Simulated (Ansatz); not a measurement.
## An elastic constant from a strain scan in SnO

All numbers below come from Ansatz, DFT PBE+D3(BJ), scalar-relativistic, plane waves, PAW. Cutoff 420 eV, Γ-centred 12×12×10 k-points, Gaussian smearing of 0.15 eV. No spin polarisation. Energies are free energies at this smearing, counted from the undisturbed cell; pressure is positive in compression.

The starting cell (relaxed at this level):

```
Sn O
1.0
     3.83710    0.00000    0.00000
     0.00000    3.83710    0.00000
     0.00000    0.00000    4.76213
Sn O
2 2
Cartesian
  0.0000 1.9185 1.1584
  1.9185 0.0000 3.6038
  0.0000 0.0000 0.0000
  1.9185 1.9185 0.0000
```

The cell is strained by ε times the Voigt pattern (0, 0, 0, 0, 0, 1) (xx, yy, zz, yz, xz, xy; engineering shear) with fractional coordinates fixed. The cell holds 4 atoms in V0 = 70.11 Å³. The stress column is τ = (1/V0) dE/dε, got from the stress tensor σ (compression positive) at each point as −det(1 + εP) σ : P(1 + εP)⁻¹, with P the pattern as a tensor.

| ε | ΔE (meV/atom) | τ (GPa) |
| --- | --- | --- |
| -0.0525 | 12.449 | -4.340 |
| -0.0450 | 9.145 | -3.717 |
| -0.0375 | 6.346 | -3.095 |
| -0.0300 | 4.064 | -2.475 |
| -0.0225 | 2.286 | -1.855 |
| -0.0150 | 1.018 | -1.237 |
| 0.0000 | 0.000 | 0.000 |
| 0.0150 | 1.018 | 1.237 |
| 0.0225 | 2.286 | 1.855 |
| 0.0300 | 4.064 | 2.475 |
| 0.0375 | 6.346 | 3.095 |
| 0.0450 | 9.145 | 3.717 |
| 0.0525 | 12.449 | 4.340 |
| 0.0600 | ? | ? |

Which combination of elastic constants does this scan measure, and how large is it?

For small ε, τ = τ0 + Kε with K = pᵀCp, which for this pattern is C66 in the Cartesian frame shown. The parabola through τ at ε = -0.0150, 0 and 0.0150 has slope K = 82 GPa at zero. The energies per cell, E = NΔE, of the same two points give K = 2[E(ε₊)/ε₊ − E(ε₋)/ε₋]/[(ε₊ − ε₋)V0] = 83 GPa, in agreement. These are clamped-ion values.

Predict the withheld row at ε = 0.0600 from the harmonic law, and compare.

ΔE = V0(τ0 ε + Kε²/2)/N = 16.234 meV/atom and τ = 4.95 GPa. The calculation gives 16.268 meV/atom and 4.96 GPa, a miss of 0.2 % of the harmonic energy, so the harmonic law still holds here.

No gap shows at this level, though a semilocal functional can close a small gap that the real compound has; without a gap these slopes depend on the k mesh and the smearing.